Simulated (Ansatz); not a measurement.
# Si: the cost of one run

Method: DFT LDA, scalar-relativistic, plane waves, PAW, in Ansatz 0.2.0.

1 further run of the same task is left out (set aside as unsound or not needed).

## Step 1: Starting point

It takes space group I4_1/amd (No. 141, tetragonal). The conventional cell has a = 4.765 Å, b = 4.765 Å, c = 2.611 Å, α = 90.00°, β = 90.00°, γ = 90.00°. Around Si (site symmetry -4m2) lie 6 Si at 2.47 to 2.61 Å.

As a file:

```
CELL_PARAMETERS angstrom
-2.38242 2.38242 1.30530
2.38242 -2.38242 1.30530
2.38242 2.38242 -1.30530
ATOMIC_POSITIONS crystal
Si 0.25000 0.75000 0.50000
Si 0.50000 0.50000 0.00000
```

It goes back to an entry of the Materials Project, which need not be the stable form.

This cell was relaxed beforehand with the same method: volume 14.82 Å³/atom, gap on the mesh none (metal).

## Step 2: Zero of energy

The reference gives a free energy of -1216.8826 eV, pressure -0.11 GPa, largest force 0.000 eV/Å and gap on the mesh none (metal). It was computed beforehand with the settings of the runs below.

## Step 3: Breaking the symmetry

Atom 1 moved 0.45 Å. Displacements in the unstrained cell, with the mean shift removed:

```tsv
atom	ux (Å)	uy (Å)	uz (Å)
Si1	-0.196	-0.005	0.110
Si2	0.196	0.005	-0.110
```

## Step 4: Single point of the disturbed structure

input.yaml

```yaml
crystal:
  lattice:
    - [-2.3824154513, 2.3824154513, 1.3052992358]
    - [2.3824154513, -2.3824154513, 1.3052992358]
    - [2.3824154513, 2.3824154513, -1.3052992358]
  atoms:
    - { symbol: Si, position: [0.2911103312, 0.7508751715, 0.4578345853] }
    - { symbol: Si, position: [0.4588896688, 0.4991248285, 0.0421654147] }
basis:
  ecutwfc: 420
kpoints:
  mp_grid: { grid: [14, 14, 14] }
hamiltonian:
  xc: lda
scf:
  occupations: { method: gaussian, width: 0.15 }
output:
  forces: true
  stress: true
  eigenvalues: true
  write_density: true
  write_potential: true
  elf: true
  volumetric_format: npy
```

Started as:

```sh
$ ansatz run input.yaml --threads 2 --pin off --max-ram 5120MiB --backend cpu --events-out ev --progress --plain --runs-dir out
```

Q: Estimate wall time and peak memory on 2 threads of Oxide Virtual Turin-like (Zen 5), shared host.

About 13 s, with a peak of 0.68 GiB.
